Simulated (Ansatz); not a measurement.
What does Ansatz print for the nuclei with this input?

The cell is a computed structure from the Materials Project (it need not be an observed phase), ions relaxed with PBE at fixed cell.

```yaml
crystal:
  lattice:
    - [0.0, 4.6110186847, 4.6110186847]
    - [4.6110186847, 0.0, 4.6110186847]
    - [4.6110186847, 4.6110186847, 0.0]
  atoms:
    - { symbol: Cd, position: [0.75, 0.75, 0.75] }
    - { symbol: Cd, position: [0.5, 0.5, 0.5] }
    - { symbol: In, position: [0.625, 0.125, 0.125] }
    - { symbol: In, position: [0.125, 0.125, 0.125] }
    - { symbol: In, position: [0.125, 0.625, 0.125] }
    - { symbol: In, position: [0.125, 0.125, 0.625] }
    - { symbol: O, position: [0.362442894, 0.362442894, 0.362442894] }
    - { symbol: O, position: [0.3373286819, 0.887557106, 0.887557106] }
    - { symbol: O, position: [0.887557106, 0.887557106, 0.3373286819] }
    - { symbol: O, position: [0.887557106, 0.3373286819, 0.887557106] }
    - { symbol: O, position: [0.362442894, 0.362442894, 0.9126713181] }
    - { symbol: O, position: [0.362442894, 0.9126713181, 0.362442894] }
    - { symbol: O, position: [0.887557106, 0.887557106, 0.887557106] }
    - { symbol: O, position: [0.9126713181, 0.362442894, 0.362442894] }
kpoints:
  mp_grid: { grid: [5, 5, 5] }
scf:
  occupations: { method: fermi_dirac, width: 0.02 }
hamiltonian:
  xc: r2scan
  pseudopotentials: { kind: paw }
output:
  forces: true
  stress: true
  populations: true
  efg:
    quadrupole_moments_barn: { In: 0.772, O: -0.02558 }
    contact_densities: true
```

```sh
ansatz run input.yaml --threads 1 --pin off --max-ram 2560MiB --backend cpu --events-out ev --progress --plain --runs-dir out
```

Of the output, the block on the nuclei alone is shown; the set-up, the SCF iterations, energies, forces and stress are cut. One atom of each set with nearly equal values is shown.

```
--- PAW observables at the nuclei: V_zz in 10²¹ V/m², potentials from the cell's mean, atoms counted from 1 ---
  atom   1  Cd V_zz =    +0.000000   η = 0.0000   by run symmetry: forbidden
            electrostatic potential = -7708.357961 V   contact ρ = 1035178.360900 e/Å³
  atom   3  In V_zz =    -4.714386   η = 0.0000   by run symmetry: allowed   C_q = -88.0029 MHz
            electrostatic potential = -7940.859583 V   contact ρ = 1132186.567473 e/Å³
  atom   7  O  V_zz =    +1.484746   η = 0.0000   by run symmetry: allowed   C_q = -0.9183 MHz
            electrostatic potential = -626.277459 V   contact ρ = 2152.917858 e/Å³
```

The run took 18 s of wall time (18 s of CPU time) and 1.1 GiB at its peak, on 1 thread of Intel Xeon 6975P-C (Granite Rapids) (x86_64; 48 cores open to the job, memory cap 2.5 GiB, no GPU), a shared host with a load of 0.6 a core.

Without spin–orbit coupling (the program notes it for Cd and In) the gradients are little affected as a rule: paired runs on crystals with a gap mostly move them by under 2 % at such atoms.
